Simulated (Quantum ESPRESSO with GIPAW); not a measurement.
# ¹³C and ²⁹Si NMR shieldings of cubic SiC and their anisotropy under strain along [001] (GIPAW, PBEsol)

The decision is how far to strain a crystal of cubic SiC along [001] so that the strain can be read from its ²⁹Si line by turning the crystal in the magnet. The crystal is a small cube whose lateral dimensions are held. In a field where ¹³C resonates at 100 MHz and ²⁹Si at roughly 79 MHz, the ²⁹Si line must move by at least 300 Hz when the field is turned from [001] into the plane. The isotropic ²⁹Si line must stay within 100 Hz of that of the unstrained crystal, so that strained material is not taken for another polytype. Between equals, compression is preferred, because a brittle crystal stands it better than tension. The shieldings are calculated for seven strains, and changes are measured against the unstrained row.

## Calculations

One crystal, SiC (F-43m) (known phase (3C)), strained from its starting cell (the cell of the entry); all shielding runs share files, cutoffs and k divisions. Shieldings by GIPAW with PBEsol in Quantum ESPRESSO with gipaw.x (a patched development version 8.0), plane-wave PAW files from pslibrary 1.0.0 recipes, scalar-relativistic cores, no spin-orbit coupling, no spin; in these runs cutoffs 55 Ry, k spacing 0.18 Å⁻¹ (2π included) or finer. The macroscopic shape term was treated afterwards and alike for all rows, whichever way its switch stood in a run: any printed term was subtracted, and where a column says so that of a sphere was added from the printed susceptibility. Static atoms. The first shell of a cation holds the anions within 1.2 times its shortest bond (1.3 for large cations, and wider where that leaves a large cation fewer than four or five); that of an anion holds the cations whose shells include it; covalently bonded atoms count in both. Relaxed geometries were made with pw.x of Quantum ESPRESSO (PBEsol), at cutoffs of 50 Ry, on the k meshes 14×14×14. k meshes of the tabled runs: 14×14×14.

Notes on method and selection:

- Shielding and shift run in opposite directions: δ ≈ σ(reference) − σ.
- Static lattice: no motional averaging.
- The dimensions named as kept were held fixed: no Poisson relaxation.
- Of the rows, the total energy is lowest at +0 % strain; zero strain is the starting cell.
- These shielding methods need a band gap: all members are semiconductors or insulators at this level. The paramagnetic part grows as the gap narrows, and semilocal functionals make gaps too small. Runs that missed the f-sum rule by more than 0.015 electrons for each three atoms, or whose printed susceptibility was strongly positive, were left out.
- Runs that did not converge, have known faults or may not be shown are not listed, and runs on Ansatz's PAW sets soft_1 and soft_2 are kept to separate tables.

Columns:

- strain (%): linear strain, positive for tension: strain along [001], plane kept.
- bond length (Å): mean distance from C to its first shell.
- positions: atomic positions in the strained cell.
- σ(13C) (ppm): isotropic 13C shielding (CSi4, atom 2 of the cell), absolute scale, with the macroscopic shape term taken out.
- σ(29Si) (ppm): the same for 29Si (SiC4, atom 1).
- axial part, 13C (ppm): 13C shielding for a field along [001] minus its isotropic value; the site is axial about [001].
- axial part, 29Si (ppm): 29Si shielding for a field along [001] minus its isotropic value; the site is axial about [001].

## Data

| member | strain (%) | bond length (Å) | positions | σ(13C) (ppm) | σ(29Si) (ppm) | axial part, 13C (ppm) | axial part, 29Si (ppm) |
| --- | --- | --- | --- | --- | --- | --- | --- |
| −1.5 % | −1.500 | 1.8777 | relaxation in this cell moved no atom | 141.18 | 355.64 | 5.20 | 7.09 |
| −1.12 % | −1.125 | 1.8800 | relaxation in this cell moved no atom | 140.65 | 355.14 | 3.90 | 5.32 |
| −0.75 % | −0.750 | 1.8824 | relaxation in this cell moved no atom | 140.10 | 354.63 | 2.59 | 3.55 |
| unstrained | 0.000 | 1.8871 | fractional positions of the starting cell | 138.94 | 353.59 | 0.00 | 0.00 |
| +0.375 % | 0.375 | 1.8894 | relaxation in this cell moved no atom | 138.34 | 353.06 | −1.29 | −1.78 |
| +0.75 % | 0.750 | 1.8918 | relaxation in this cell moved no atom | 137.71 | 352.52 | −2.58 | −3.56 |
| +1.5 % | 1.500 | 1.8966 | relaxation in this cell moved no atom | 136.40 | 351.43 | −5.13 | −7.13 |

Least-squares fits to the whole series, with x = strain (%); R² and errors in the fitted variable (y, or ln y where the fit is in ln y):

| y | members | fit | R² | rms residual | leave-one-out rms | the same for the mean of the others |
| --- | --- | --- | --- | --- | --- | --- |
| σ(13C) (ppm) | 7 | y = 138.876 − 1.58713 x | 1.00 | 0.059 | 0.100 | 1.8 |
| σ(29Si) (ppm) | 7 | y = 353.565 − 1.40208 x | 1.00 | 0.021 | 0.035 | 1.6 |

## Mechanism

Both isotropic shieldings fall from each row to the next as the crystal is stretched. Between the end rows the slope is (136.40 − 141.18) / 3.0 = −1.59 ppm per % for ¹³C and (351.43 − 355.64) / 3.0 = −1.40 ppm per % for ²⁹Si. The shifts δ therefore rise under tension.

The axial parts respond more strongly: (−5.13 − 5.20) / 3.0 = −3.44 ppm per % for ¹³C and (−7.13 − 7.09) / 3.0 = −4.74 ppm per % for ²⁹Si. These two slopes, taken from zero strain, reproduce every row to within 0.04 ppm.

Symmetry explains the division. At a tetrahedral site the isotropic shielding responds, to first order, only to the change in volume, and the axial part only to the difference between strain along [001] and strain in the plane. The four bonds stay equal in length, so the first shell becomes anisotropic through its angles: at +1.5 % each bond leans about 0.4° closer to [001].

The sign of the isotropic change fits the paramagnetic term, which varies roughly as −⟨r⁻³⟩/ΔE. Longer bonds lower the excitation energy ΔE and so deshield the nucleus. When the shielding is resolved into parts, the paramagnetic augmentation part, which arises close to the nucleus, carries almost the whole change for silicon. For carbon the change is shared between that part and the bare part, the response of the smooth valence wavefunctions, which itself mixes diamagnetic and paramagnetic contributions. For the axial part, a possible cause is that bonds leaning towards [001] bind the in-plane p orbitals less strongly. A field along [001] mixes just these orbitals, so its shielding would fall under tension, as it does.

With the field in the plane the shielding is σ − A/2, where A is the axial part. For ¹³C the two changes nearly cancel, and the seven rows lie between 141.18 − 5.20 / 2 = 138.58 ppm (at −1.5 %) and 137.71 + 2.58 / 2 = 139.00 ppm (at +0.75 %).

## Residuals

Largest departures from the fit to the whole series:

| member | σ(13C) (ppm) | fit | computed − fit | in rms residuals |
| --- | --- | --- | --- | --- |
| +1.5 % | 136.40 | 136.50 | −0.10 | 1.6 |
| −1.5 % | 141.18 | 141.26 | −0.08 | 1.3 |
| unstrained | 138.94 | 138.88 | +0.06 | 1.1 |
| +0.375 % | 138.34 | 138.28 | +0.06 | 1.0 |

The largest departure from the straight-line fits is −0.10 ppm, for ¹³C at +1.5 %. It belongs to a pattern: both end rows lie below the line and the unstrained row lies above it, which is a slight curvature and not a faulty run.

The curvature for ¹³C is (141.18 + 136.40 − 2 × 138.94) / (2 × 1.5²) = −0.067 ppm per %². The parabola σ = 138.94 − 1.59 x − 0.067 x², with x the strain in %, is fixed by three rows and meets the other four to about 0.01 ppm, against an rms error of 1.8 ppm when each row is guessed from the mean of the others. Such smoothness means that differences of a few hundredths of a ppm stand clear of the scatter between these rows. It does not test errors that all rows share, nor the shape term, which has been taken out. A paramagnetic term that grows faster as excitation energies fall would bend the line in this direction, though a second-order effect of the angles could do so too.

## Meeting the brief

**Formulas.** The shielding is σ + A with the field along [001] and σ − A/2 with the field in the plane, so turning the crystal moves the line by 1.5 A. At 79 MHz, 1 ppm is 79 Hz. The two quantities to screen, both without the shape term of the cube, are

step = 1.5 × |A| × 79 Hz, and isotropic move = |σ − 353.59| × 79 Hz.

**Screening.**

- −1.5 %: step 1.5 × 7.09 × 79 = 840 Hz, isotropic move 160 Hz; fails on the second.
- −1.12 %: 1.5 × 5.32 × 79 = 630 Hz and 120 Hz; fails on the second.
- −0.75 %: 1.5 × 3.55 × 79 = 420 Hz and (354.63 − 353.59) × 79 = 82 Hz; passes, shape term left out.
- Unstrained: no step, by cubic symmetry; fails.
- +0.375 %: 210 Hz and 42 Hz; fails on the first.
- +0.75 %: 420 Hz and 85 Hz; passes, shape term left out.
- +1.5 %: 1.5 × 7.13 × 79 = 840 Hz and 170 Hz; fails on the second.

**Error of the level.** Semilocal functionals commonly overstate changes in shielding by several per cent. An allowance of 10 % either way leaves a step of at least 420 × 0.9 = 380 Hz and an isotropic move of at most 85 × 1.1 = 94 Hz for the two passing rows. The −1.12 % row still fails, at 120 × 0.9 = 110 Hz, and so does the +0.375 % row, at 210 × 1.1 = 230 Hz.

The shape term of the cube comes on top of this. Averaged over a cube it equals that of a sphere, two thirds of the roughly 10 ppm by which a thin plate changes on turning: 10 × 2 / 3 = 7 ppm. (It also varies inside the cube, which broadens the line.) Against an unstrained cube the average cancels, except for what strain does to the susceptibility. The isotropic line has little to spare: 100 − 82 × 1.1 = 10 Hz at −0.75 %, or 10 / 79 = 0.13 ppm, and 100 − 94 = 6 Hz at +0.75 %, or 6 / 79 = 0.08 ppm. A change of the susceptibility in the wrong direction, by a fraction of 0.13 / 7 = 0.02 in the first case and 0.08 / 7 = 0.01 in the second, would use that up. The susceptibilities printed by the runs scatter from row to row by more than this, so they cannot settle whether the two rows keep within 100 Hz, or whether −1.12 % really misses. The step has 380 − 300 = 80 Hz to spare, and the printed susceptibilities differ too little between the two field directions to use that up.

**Choice.** The pick is −0.75 %, with +0.75 % as runner-up, provided that the shape term does not carry the isotropic line past 100 Hz. Their calculated performance is nearly the same, and the stated preference for compression decides. The direction of the step tells them apart in use: under compression the line has the lower shift when the field lies along [001], under tension the higher.

**What would overturn it.** A mount that can only pull would hand the choice to +0.75 %. A susceptibility that changes with strain could take either row over the isotropic limit; measuring an unstrained cube of the same size beside the strained one would show whether it does. Uneven strain is a further practical danger. The step changes by 1.5 × 4.74 × 79 = 560 Hz per % of strain, so a spread of 0.1 % across the crystal smears it by about 56 Hz. If the sides were free to move, the volume would change less and the axial part would grow, which favours both passing rows and might admit −1.12 % as well.

## What to take away

From −1.5 % to +1.5 %, with the plane held, strain along [001] shows more clearly in the anisotropy than in the isotropic line, by a factor of 4.74 / 1.40 = 3.4 for ²⁹Si and 3.44 / 1.59 = 2.2 for ¹³C.

Two omitted effects can exceed the isotropic spread of 4 to 5 ppm. In a thin plate, unlike a cube, the bulk diamagnetism lowers the apparent shielding by roughly 10 ppm when the field is turned from the plane to the normal; an unstrained plate of the same shape removes this, apart from any change of the susceptibility with strain. For the cube too that remainder is open, and the isotropic limit of 100 Hz hangs on it. The semilocal functional, with its too small gap, tends to make absolute shieldings too low. The tables hold no measured value to show by how much, and the error can lie well beyond the spread between the rows, so the absolute columns should not be read as measured shieldings. The part of the error that all rows share cancels in their differences; the part that changes with strain does not, and the allowance of 10 % is meant for it.
